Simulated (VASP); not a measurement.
# Zn (Im-3m) in VASP: a series of runs, part 2 of 2

VASP 6.6.1.

### 4 Single point, r2SCANh+rVV10 (cell strained at random at fixed volume)

POSCAR reads:

```
Zn
1.0
   -1.5619620000      1.6071010000      1.5574040000
    1.6298930000     -1.5338190000      1.5520530000
    1.5497950000      1.5216520000     -1.4841210000
Zn
1
Cartesian
   -0.0325148895      0.0013525570     -0.0463187449
```

INCAR.step1 reads:

```
  PREC = Accurate
  ENCUT = 520
  EDIFF = 1E-5
  ISMEAR = 1
  SIGMA = 0.1
  LREAL = False
  LASPH = True
  NELM = 80
  ALGO = Normal
  ISIF = 2
  LWAVE = True
  LCHARG = False
  GGA = PE
```

INCAR.step2 reads:

```
  PREC = Accurate
  ENCUT = 520
  EDIFF = 1E-6
  ISMEAR = 1
  SIGMA = 0.1
  LREAL = False
  LASPH = True
  NELM = 80
  ALGO = Normal
  ISIF = 2
  LWAVE = False
  LCHARG = False
  METAGGA = R2SCAN
  LHFCALC = True
  AEXX = 0.1
  LMIXTAU = True
  PRECFOCK = Fast
  LUSE_VDW = True
  IVDW_NL = 2
  BPARAM = 11.95
  CPARAM = 0.0093
  ISTART = 1
```

KPOINTS reads:

```
Automatic mesh
0
Gamma
  6 6 6
```

Potentials or basis: VASP PAW PBE potentials, release 64 (Zn).

On the command line:

```console
$ cat potpaw_PBE.64/Zn/POTCAR > POTCAR
$ cp INCAR.step1 INCAR
$ mpirun -np 1 vasp_std > vasp.out
$ cp INCAR.step2 INCAR
$ mpirun -np 1 vasp_std > vasp.out
```

OUTCAR:

```text
PREC = Accurate
   ENCUT = 520
   EDIFF = 1E-6
   ISMEAR = 1
   LREAL = False
   LASPH = True
   NELM = 80
   ISIF = 2
   METAGGA = R2SCAN
   LHFCALC = True
   AEXX = 0.1
   PRECFOCK = Fast
   IVDW_NL = 2
   BPARAM = 11.95
   ISTART = 1

 ion  position               nearest neighbor table
   1  0.986  0.975  0.991-

  LATTYP: Found a triclinic cell.
 ALAT       =     7.1093202356
 B/A-ratio  =     0.6298909086
 C/A-ratio  =     0.3929078732
 COS(alpha) =     0.0116150786
 COS(beta)  =     0.2709245287
 COS(gamma) =     0.9498709556

  Lattice vectors:

 A1 = (  -6.3715430000,   3.1530870000,  -0.0625810000)
 A2 = (  -3.1918550000,   3.1409200000,   0.0053510000)
 A3 = (  -1.6177260000,  -1.5949340000,  -1.6253360000)

Analysis of symmetry for initial positions (statically):
=====================================================================
 Subroutine PRICEL returns:
 Original cell was already a primitive cell.

[... 183 lines left out ...]
 cond. band min:       3.3940170005   @ k =  -0.0000   0.3333   0.3333
 fundamental gap:      0.1965099954
 Fermi energy:         3.1985618098

 k-point     1 :       0.0000    0.0000    0.0000
  band No.  band energies     occupation
      1      -8.5391      2.00000
      2      -6.2464      2.00000
      3      -6.1120      2.00000
      4      -6.0387      2.00000
      5      -5.6346      2.00000
      6      -5.5993      2.00000
      7      22.5216      0.00000
      8      22.9909      0.00000
      9      24.2731      0.00000
     10      24.3657      0.00000
[... 287 lines left out ...]
 k-point    24 :       0.5000    0.0000    0.1667
  band No.  band energies     occupation
      1      -6.5624      2.00000
      2      -6.3875      2.00000
      3      -5.7721      2.00000
      4      -5.6399      2.00000
      5      -5.4760      2.00000
      6      -1.2474      2.00000
      7       4.5518     -0.00000
      8      11.3489      0.00000
      9      15.2506      0.00000
     10      21.1260      0.00000

 [... further k-points ...]

------------------------ aborting loop because EDIFF is reached ----------------------------------------

  FORCE on cell =-STRESS in cart. coord.  units (eV):
  Direction    XX          YY          ZZ          XY          YZ          ZX
  --------------------------------------------------------------------------------------
  -------------------------------------------------------------------------------------
  Total       -0.4631052     -0.4297797     -0.2867980     -0.1059413      0.0344300     -0.1572829
  in kB      -48.0209467    -44.5653145    -29.7390537    -10.9854088      3.5701592    -16.3091926
  external PRESSURE =     -40.7751050 kB  Pullay stress =       0.0000000 kB

 VOLUME and BASIS-vectors are now :
 -----------------------------------------------------------------------------
  energy-cutoff  :      520.00
  volume of cell :       15.45
      direct lattice vectors                 reciprocal lattice vectors
    -1.561962000  1.607101000  1.557404000    -0.005521390  0.312231568  0.314361678
     1.629893000 -1.533819000  1.552053000     0.307742364 -0.006181845  0.315022131
     1.549795000  1.521652000 -1.484121000     0.316034491  0.321184150 -0.014473767

 POSITION                                       TOTAL-FORCE (eV/Angst)
 -----------------------------------------------------------------------------------
      1.58521      1.59629      1.57902        -0.000000      0.000000      0.000000
 -----------------------------------------------------------------------------------
    total drift:                               -0.001690      0.000190     -0.000102

  FREE ENERGIE OF THE ION-ELECTRON SYSTEM (eV)
  ---------------------------------------------------
  free  energy   TOTEN  =        -7.8033939333 eV

  energy  without entropy=       -7.8031915970  energy(sigma->0) =       -7.80332649
```

OUTCAR.step1:

```text
PREC = Accurate
   ENCUT = 520
   EDIFF = 1E-5
   ISMEAR = 1
   LREAL = False
   LASPH = True
[... 536 lines left out ...]
 POSITION                                       TOTAL-FORCE (eV/Angst)
 -----------------------------------------------------------------------------------
      1.58521      1.59629      1.57902         0.000000      0.000000      0.000000
 -----------------------------------------------------------------------------------
    total drift:                               -0.000117      0.000021      0.000058

  FREE ENERGIE OF THE ION-ELECTRON SYSTEM (eV)
  ---------------------------------------------------
  free  energy   TOTEN  =        -1.0332071910 eV

  energy  without entropy=       -1.0334335874  energy(sigma->0) =       -1.03328266
```

OSZICAR.step1:

```text
N       E                     dE             d eps       ncg     rms          rms(c)
DAV:   1     0.351283117136E+02    0.35128E+02   -0.68647E+03  2272   0.189E+03
DAV:   2    -0.479017901807E+00   -0.35607E+02   -0.34057E+02  2278   0.203E+02
DAV:   3    -0.112328536606E+01   -0.64427E+00   -0.64367E+00  2530   0.305E+01
DAV:   4    -0.112461017397E+01   -0.13248E-02   -0.13247E-02  2434   0.140E+00
DAV:   5    -0.112461150122E+01   -0.13273E-05   -0.13274E-05  2260   0.411E-02    0.273E+00
DAV:   6    -0.103978480208E+01    0.84827E-01   -0.51872E-01  2534   0.160E+01    0.209E+00
DAV:   7    -0.103526767681E+01    0.45171E-02   -0.90555E-03  2390   0.205E+00    0.105E+00
DAV:   8    -0.103319849601E+01    0.20692E-02   -0.11738E-03  2982   0.578E-01    0.393E-02
DAV:   9    -0.103320719099E+01   -0.86950E-05   -0.83372E-05  2840   0.148E-01
   1 F= -.10332072E+01 E0= -.10332827E+01  d E =0.226396E-03
```

It took 18 min on 1 thread of AMD EPYC 9R45 (Zen 5), shared host; peak memory 0.17 GiB.

What came out:

* Free energy: -7.8034 eV
* Pressure: -4.1 GPa
* Band gap on the k mesh: none (metal or under the smearing width)

Stress tensor (GPa, compression positive):
```
-4.80 -1.10 -1.63
-1.10 -4.46  0.36
-1.63  0.36 -2.97
```

Caveat: the k mesh is coarse (spacing up to 0.47 Å⁻¹), so the values aren't converged, least of all with exact exchange; the PAW data sets were made with another functional, which shifts forces and pressure a little.

### 5 The runs side by side

| level | cell | k mesh | smearing | further INCAR settings | grid for exact exchange (PRECFOCK) | exchange at q = 0 | mesh quality | gap on the mesh (eV) | pressure (GPa) |
| --- | --- | --- | --- | --- | --- | --- | --- | --- | --- |
| RPBE | as given | 12 × 12 × 12 | gaussian 0.02 eV | ALGO = Normal; EDIFF = 1e-06 | - | - | not flagged | none | 3.1 |
| RPBE | as given | 12 × 12 × 12 | gaussian 0.02 eV | ALGO = Normal; EDIFF = 1.00e-06 | - | - | not flagged | none | 3.1 |
| r2SCANh+rVV10 | cell strained at random at fixed volume | 6 × 6 × 6 | methfessel-paxton 0.1 eV | ALGO = Normal; EDIFF = 1e-06 | Fast | default | coarse | none | -4.1 |

Alike in all rows: task single point; potentials or basis VASP PAW PBE potentials, release 64 (Zn); no spin polarisation; cutoff (eV) 520.

Caveats: some runs use coarse meshes; the PAW data sets were made with another functional, which shifts forces and pressure a little.

Absolute energies hang on the potentials; compare differences alone.
